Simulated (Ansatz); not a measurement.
Set up this calculation in Ansatz 0.2.0, as the native input.

* Task: single point
* Functional: PBEsol
* Potentials or basis: all-electron LAPW, scalar-relativistic
* Cutoff: 388 eV (chosen from the basis error)
* Basis error allowed: 0.001 eV/atom
* k mesh: 12 × 12 × 12
* Occupations: fermi-dirac, width 0.05 eV
* Spin: collinear spin, ferromagnetic start
* Starting moments: [3.0, 0.0] μB

Crystal: FeO.

```
Fe O
1.0
    -1.60210    1.60210    2.08339
     1.60210   -1.60210    2.08339
     1.60210    1.60210   -2.08339
Fe O
1 1
Direct
  0.00011 0.00377 0.99607
  0.50393 0.50376 0.01474
```

The cell comes from a database or a generator and needn't be the stable form of this composition.

The cell isn't the ideal one: atoms moved at random, drawn with an rms of 0.05 Å.

One way to write it, as run:

input.yaml

```yaml
crystal:
  lattice:
    - [-1.602103413, 1.602103413, 2.08339225]
    - [1.602103413, -1.602103413, 2.08339225]
    - [1.602103413, 1.602103413, -2.08339225]
  atoms:
    - { symbol: Fe, position: [0.000111, 0.003767, -0.003933], spin: 3.0 }
    - { symbol: O, position: [0.503927, 0.50376, 0.014744] }
kpoints:
  mp_grid: { grid: [12, 12, 12] }
scf:
  occupations: { method: fermi_dirac, width: 0.05 }
hamiltonian:
  xc: pbesol
  pseudopotentials: { kind: all_electron, lapw: { basis_error: 0.001 } }
magnetization:
  spin_polarized: true
output:
  forces: true
  stress: true
  eigenvalues: true
  populations: true
```

Potentials or basis: all-electron LAPW, scalar-relativistic.

Run with:

```console
$ ansatz run input.yaml --threads 2 --pin off --max-ram 6144MiB --backend cpu --events-out ev --progress --plain --runs-dir out
```

It gave:

| Property | Result |
| --- | --- |
| Pressure | -16.0 GPa |
| Largest force | 0.146 eV/Å |
| Band gap on the k mesh | none (metal or under the smearing width) |
| Net moment | 4.00 μB per cell |
| Absolute moment | 4.01 μB per cell |
| Site moments | Fe +3.58; O +0.31 μB |
| Loewdin charges | Fe +1.14; O -1.00 e |

Caveat: the atomic charges don't sum to the cell's charge; a cell with one magnetic atom can't hold antiferromagnetic order, which such compounds often take; semilocal functionals often make such compounds metallic where correlation or magnetic order opens a gap, which also shifts bond lengths.

It took 4.6 min on 2 threads of Arm Neoverse V1 (shared host), peak memory 2 GiB.
